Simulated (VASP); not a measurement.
# CoO in VASP: work function with PBE

Aim: the work function of CoO with PBE.

Everything below comes from runs of VASP 6.6.1. Logs are shortened: lines on timing, memory, paths and dates and some standing lists are left out, and cuts for length are marked.

## (1) The cell of the first run

The cell holds a slab with vacuum, 12 atoms: a = 3.014 Å, b = 3.014 Å, c = 25.657 Å, α = 90.00°, β = 90.00°, γ = 90.00°.

## (2) Work function, PBE, collinear spin, ferromagnetic start (the (1 0 0) slab of CoO, cut from the database cell, not relaxed)

File INCAR:

```
SYSTEM = CoO
ALGO     = Normal         ! electronic algorithm
DIPOL    = 0.5 0.5 0.500
EDIFF    = 1E-6           ! SCF threshold, eV
ENCUT    = 520            ! plane-wave cutoff, eV
GGA      = PE             ! functional
IDIPOL   = 3            
ISIF     = 2              ! what is computed and relaxed
ISMEAR   = 0              ! smearing method
ISPIN    = 2              ! spin polarisation
LASPH    = .True.         ! aspherical terms in the spheres
LCHARG   = .True.         ! write CHGCAR
LDIPOL   = .True.       
LELF     = .True.         ! ELF
LMAXMIX  = 4              ! l up to which the mixer works
LORBIT   = 11             ! projections on sites
LREAL    = .False.        ! projectors in reciprocal space
LVACPOTAV= .True.       
LVHAR    = .True.       
LWAVE    = .False.        ! write WAVECAR
MAGMOM   = 2 2 2 2 2 2 0 0 0 0 0 0 ! initial moments
NELM     = 120            ! most SCF steps
PREC     = Accurate       ! precision mode
SIGMA    = 0.05           ! smearing width, eV
```

File KPOINTS:

```
k-points
0
Gamma
  9 9 1
  0 0 0
```

File POSCAR:

```
CoO
1.0
    3.0143962082      0.0000000000      0.0000000000
    0.0000000000      3.0143962082      0.0000000000
    0.0000000000      0.0000000000     25.6575000000
Co O
6 6
Direct
    0.5000000000      0.5000000000      0.2923121894
    0.0000000000      0.0000000000      0.3753873137
    0.5000000000      0.5000000000      0.4584624379
    0.0000000000      0.0000000000      0.5415375621
    0.5000000000      0.5000000000      0.6246126863
    0.0000000000      0.0000000000      0.7076878106
    0.0000000000      0.0000000000      0.2923121894
    0.5000000000      0.5000000000      0.3753873137
    0.0000000000      0.0000000000      0.4584624379
    0.5000000000      0.5000000000      0.5415375621
    0.0000000000      0.0000000000      0.6246126863
    0.5000000000      0.5000000000      0.7076878106
```

Potentials or basis: VASP PAW PBE potentials, release 64 (Co, O).

The run is started by

```console
$ cat potpaw_PBE.64/Co/POTCAR potpaw_PBE.64/O/POTCAR > POTCAR
$ mpirun -np 1 vasp_std > vasp.out
```

OUTCAR:

```text
SYSTEM = CoO
   EDIFF = 1E-6
   ENCUT = 520
   GGA = PE
   ISIF = 2
   ISMEAR = 0
   ISPIN = 2
   LASPH = .True.
   LORBIT = 11
   LREAL = .False.
   NELM = 120
   PREC = Accurate

 ion  position               nearest neighbor table
   1  0.500  0.500  0.292-   7 2.13   7 2.13   7 2.13   7 2.13   8 2.13   2 3.01   2 3.01   2 3.01
                             2 3.01
   2  0.000  0.000  0.375-   9 2.13   8 2.13   8 2.13   8 2.13   8 2.13   7 2.13   3 3.01   3 3.01
                             3 3.01   3 3.01   1 3.01   1 3.01   1 3.01   1 3.01
   3  0.500  0.500  0.458-  10 2.13   8 2.13   9 2.13   9 2.13   9 2.13   9 2.13   4 3.01   4 3.01
                             4 3.01   4 3.01   2 3.01   2 3.01   2 3.01   2 3.01
   4  0.000  0.000  0.542-   9 2.13  11 2.13  10 2.13  10 2.13  10 2.13  10 2.13   3 3.01   3 3.01
                             3 3.01   3 3.01   5 3.01   5 3.01   5 3.01   5 3.01
   5  0.500  0.500  0.625-  10 2.13  11 2.13  11 2.13  11 2.13  11 2.13  12 2.13   4 3.01   4 3.01
                             4 3.01   4 3.01   6 3.01   6 3.01   6 3.01   6 3.01
   6  0.000  0.000  0.708-  12 2.13  12 2.13  12 2.13  12 2.13  11 2.13   5 3.01   5 3.01   5 3.01
                             5 3.01
   7  0.000  0.000  0.292-   1 2.13   1 2.13   1 2.13   1 2.13   2 2.13
   8  0.500  0.500  0.375-   3 2.13   2 2.13   2 2.13   2 2.13   2 2.13   1 2.13
   9  0.000  0.000  0.458-   4 2.13   2 2.13   3 2.13   3 2.13   3 2.13   3 2.13
  10  0.500  0.500  0.542-   3 2.13   5 2.13   4 2.13   4 2.13   4 2.13   4 2.13
  11  0.000  0.000  0.625-   4 2.13   5 2.13   5 2.13   5 2.13   5 2.13   6 2.13
  12  0.500  0.500  0.708-   6 2.13   6 2.13   6 2.13   6 2.13   5 2.13

  LATTYP: Found a simple tetragonal cell.
 ALAT       =     3.0143962082
 C/A-ratio  =     8.5116548151

  Lattice vectors:

 A1 = (   3.0143962082,   0.0000000000,   0.0000000000)
 A2 = (   0.0000000000,   3.0143962082,   0.0000000000)
 A3 = (   0.0000000000,   0.0000000000,  25.6575000000)

Analysis of symmetry for initial positions (statically):
=====================================================================
 Subroutine PRICEL returns:
 Original cell was already a primitive cell.

 Routine SETGRP: Setting up the symmetry group for a
 simple tetragonal supercell.

 Subroutine GETGRP returns: Found 16 space group operations
 (whereof  8 operations were pure point group operations)
 out of a pool of 16 trial point group operations.

The static configuration has the point symmetry C_4v.
 The point group associated with its full space group is D_4h.

Analysis of symmetry for dynamics (positions and initial velocities):
=====================================================================
 Subroutine PRICEL returns:
 Original cell was already a primitive cell.

 Routine SETGRP: Setting up the symmetry group for a
 simple tetragonal supercell.

 Subroutine GETGRP returns: Found 16 space group operations
 (whereof  8 operations were pure point group operations)
 out of a pool of 16 trial point group operations.

The dynamic configuration has the point symmetry C_4v.
 The point group associated with its full space group is D_4h.

Analysis of structural, dynamic, and magnetic symmetry:
=====================================================================
 Subroutine PRICEL returns:
 Original cell was already a primitive cell.

 Routine SETGRP: Setting up the symmetry group for a
 simple tetragonal supercell.

 Subroutine GETGRP returns: Found 16 space group operations
 (whereof  8 operations were pure point group operations)
 out of a pool of 16 trial point group operations.

The overall configuration has the point symmetry C_4v.
 The point group associated with its full space group is D_4h.

 Subroutine INISYM returns: Found 16 space group operations
 (whereof  8 operations are pure point group operations),
 and found     1 'primitive' translations

----------------------------------------------------------------------------------------

                                     Primitive cell

  volume of cell :     233.1390

  direct lattice vectors                    reciprocal lattice vectors
     3.014396208  0.000000000  0.000000000     0.331741394  0.000000000  0.000000000
     0.000000000  3.014396208  0.000000000     0.000000000  0.331741394  0.000000000
     0.000000000  0.000000000 25.657500000     0.000000000  0.000000000  0.038974959

  length of vectors
     3.014396208  3.014396208 25.657500000     0.331741394  0.331741394  0.038974959

  position of ions in fractional coordinates (direct lattice)
[... 99 lines left out ...]
   PSTRESS=    0.0 pullay stress
   NELECT =      90.0000    total number of electrons
   NUPDOWN=      -1.0000    fix difference up-down
   EMIN   =  10.00;   EMAX   =-10.00  energy-range for DOS
   EFERMI =   0.00;   METHOD = LEGACY
   ISMEAR =     0;   SIGMA  =   0.05  broadening in eV -4-tet -1-fermi 0-gaus
   EFERMI_NEDOS =   21; number of points for ismear=-14 and -15
   IALGO  =     38    algorithm
   IMIX   =      4    mixing-type and parameters
     AMIX     =   0.40;   BMIX     =  1.00
     AMIX_MAG =   1.60;   BMIX_MAG =  1.00
  volume/ion in A,a.u.               =      19.43       131.11
  Fermi-wavevector in a.u.,A,eV,Ry     =   1.192021  2.252594 19.332718  1.420915
  Thomas-Fermi vector in A             =   2.328069
   LORBIT       =     11    0 simple, 1 ext, 2 COOP (PROOUT), +10 PAW based schemes
   GGA     = PE    functional components
   LHFCALC =     F    Hartree Fock is set to
   AEXX    =    0.0000 exact exchange contribution
   IVDW    =     0    specifies the selected vdW correction
   LEPSILON=     F    determine dielectric tensor
   LRPA    =     F    only Hartree local field effects (RPA)
 spin polarized calculation
 Gauss-broadening in eV      SIGMA  =   0.05
  energy-cutoff  :      520.00
  volume of cell :      233.14
 maximum number of plane-waves:      6308
 NGX is ok and might be reduce to    24
   NGX = 11   NGY = 11   NGZ = 95

 dipolmoment           0.000000      0.000000      0.000000 electrons x Angstroem

 number of electron      89.9999948 magnetization      17.6985071

 dipolmoment           0.000000      0.000000     -0.000000 electrons x Angstroem

 Free energy of the ion-electron system (eV)
  ---------------------------------------------------
  ext. energy  EPLUGINS =         0.00000000
  ---------------------------------------------------
  free energy    TOTEN  =       -77.56963095 eV

  energy without entropy =      -77.54159056  energy(sigma->0) =      -77.55561075

 E-fermi :   1.9154     XC(G=0):  -6.7622

 val. band max:        1.9139071951   @ k =   0.4444   0.2222   0.0000
 cond. band min:       1.9176909740   @ k =   0.4444   0.0000   0.0000
 fundamental gap:      0.0037837789
 Fermi energy:         1.9154413604

 spin component 1

 k-point     1 :       0.0000    0.0000    0.0000
  band No.  band energies     occupation
      1     -18.1344      1.00000
      2     -17.8541      1.00000
      3     -17.5047      1.00000
      4     -17.1836      1.00000
      5     -16.8683      1.00000
      6     -16.8499      1.00000
[... 889 lines left out ...]
     56       7.1044      0.00000
     57       8.3149      0.00000
 Fermi energy:         1.9154413604

 spin component 2

 k-point     1 :       0.0000    0.0000    0.0000
  band No.  band energies     occupation
      1     -17.5933      1.00000
      2     -17.3057      1.00000
      3     -16.9528      1.00000
      4     -16.6177      1.00000
      5     -16.3259      1.00000
      6     -16.2860      1.00000
[... 889 lines left out ...]
     56       8.0762      0.00000
     57       9.1671      0.00000
 [bands above 57 left out]

------------------------ aborting loop because EDIFF is reached ----------------------------------------

  FORCE on cell =-STRESS in cart. coord.  units (eV):
  Direction    XX          YY          ZZ          XY          YZ          ZX
  --------------------------------------------------------------------------------------
  -------------------------------------------------------------------------------------
  Total       -6.5643275     -6.5643275     -1.5826998      0.0000000      0.0000000     -0.0000000
  in kB      -45.1113490    -45.1113490    -10.8766239      0.0000000      0.0000000     -0.0000000
  external PRESSURE =     -33.6997739 kB  Pullay stress =       0.0000000 kB

 VOLUME and BASIS-vectors are now :
 -----------------------------------------------------------------------------
  energy-cutoff  :      520.00
  volume of cell :      233.14
      direct lattice vectors                 reciprocal lattice vectors
     3.014396208  0.000000000  0.000000000     0.331741394  0.000000000  0.000000000
     0.000000000  3.014396208  0.000000000     0.000000000  0.331741394  0.000000000
     0.000000000  0.000000000 25.657500000     0.000000000  0.000000000  0.038974959

 POSITION                                       TOTAL-FORCE (eV/Angst)
 -----------------------------------------------------------------------------------
      1.50720      1.50720      7.50000        -0.000000      0.000000      0.365911
      0.00000      0.00000      9.63150        -0.000000     -0.000000     -0.173308
      1.50720      1.50720     11.76300        -0.000000     -0.000000     -0.010160
      0.00000      0.00000     13.89450        -0.000000     -0.000000      0.010160
      1.50720      1.50720     16.02600        -0.000000     -0.000000      0.173308
      0.00000      0.00000     18.15750         0.000000     -0.000000     -0.365911
      0.00000      0.00000      7.50000        -0.000000      0.000000     -0.109609
      1.50720      1.50720      9.63150        -0.000000      0.000000     -0.039811
      0.00000      0.00000     11.76300        -0.000000     -0.000000      0.059140
      1.50720      1.50720     13.89450        -0.000000      0.000000     -0.059140
      0.00000      0.00000     16.02600        -0.000000     -0.000000      0.039811
      1.50720      1.50720     18.15750         0.000000     -0.000000      0.109609
 -----------------------------------------------------------------------------------
    total drift:                                0.000000     -0.000000      0.000000

  FREE ENERGIE OF THE ION-ELECTRON SYSTEM (eV)
  ---------------------------------------------------
  free  energy   TOTEN  =       -77.5696309461 eV

  energy  without entropy=      -77.5415905568  energy(sigma->0) =      -77.55561075

 vacuum level on the upper side and lower side of the slab         5.850         5.850

 total charge

# of ion       s       p       d       tot
------------------------------------------
    1        0.280   0.306   7.125   7.711
    2        0.298   0.359   7.125   7.781
    3        0.293   0.355   7.136   7.784
    4        0.293   0.355   7.136   7.784
    5        0.298   0.359   7.125   7.781
    6        0.280   0.306   7.125   7.711
    7        1.556   3.379   0.000   4.934
    8        1.556   3.424   0.000   4.979
    9        1.556   3.424   0.000   4.980
   10        1.556   3.424   0.000   4.980
   11        1.556   3.424   0.000   4.979
   12        1.556   3.379   0.000   4.934
--------------------------------------------------
tot         11.077  22.494  42.771  76.342

 magnetization (x)

# of ion       s       p       d       tot
------------------------------------------
    1        0.028   0.022   2.458   2.508
    2        0.019   0.015   2.578   2.612
    3        0.021   0.018   2.563   2.602
    4        0.021   0.018   2.563   2.602
    5        0.019   0.015   2.578   2.612
    6        0.028   0.022   2.458   2.508
    7        0.022   0.250   0.000   0.272
    8        0.030   0.301   0.000   0.331
    9        0.029   0.293   0.000   0.322
   10        0.029   0.293   0.000   0.322
   11        0.030   0.301   0.000   0.331
   12        0.022   0.250   0.000   0.272
--------------------------------------------------
tot          0.296   1.799  15.197  17.292
```

It took 31 min on 1 thread of Intel Xeon Platinum 8488C (Sapphire Rapids), shared host; peak memory 0.56 GiB.

What came out:

```yaml
Free_energy: -77.5696 eV
Largest_force: 0.366 eV/Å
Band_gap_on_the_k_mesh: none (metal or under the smearing width)
Net_moment: 17.70 μB per cell
Site_moments: Co +2.51, +2.61, +2.60; O +0.27, +0.33, +0.32 μB
Valence_electrons_inside_the_program's_atomic_spheres: Co 7.71, 7.78; O 4.93, 4.98
Work_function_of_the_upper_face: 3.93 eV
Work_function_of_the_lower_face: 3.93 eV
```

Forces on the atoms (eV/Å):
```
Co   0.000  0.000  0.366
Co   0.000  0.000 -0.173
Co   0.000  0.000 -0.010
Co   0.000  0.000  0.010
Co   0.000  0.000  0.173
Co   0.000  0.000 -0.366
O    0.000  0.000 -0.110
O    0.000  0.000 -0.040
O    0.000  0.000  0.059
O    0.000  0.000 -0.059
O    0.000  0.000  0.040
O    0.000  0.000  0.110
```

Levels at points of the mesh, in eV from the Fermi level:
Spin up:
| k point | band 50 | band 51 | band 52 | band 53 | band 54 | band 55 | band 56 | band 57 | band 58 | band 59 |
| --- | --- | --- | --- | --- | --- | --- | --- | --- | --- | --- |
| (0.00, 0.00, 0.00) | -1.91 | -1.89 | -1.87 | -1.87 | -1.79 | 0.88 | 1.18 | 2.29 | 3.56 | 3.92 |
Spin down:
| k point | band 32 | band 33 | band 34 | band 35 | band 36 | band 37 | band 38 | band 39 | band 40 | band 41 |
| --- | --- | --- | --- | --- | --- | --- | --- | --- | --- | --- |
| (0.00, 0.00, 0.00) | -0.91 | -0.58 | -0.58 | -0.25 | -0.25 | 0.00 | 0.00 | 0.07 | 0.10 | 0.10 |

Caveat: semilocal functionals often make such compounds metallic where correlation or magnetic order opens a gap, which also shifts bond lengths.
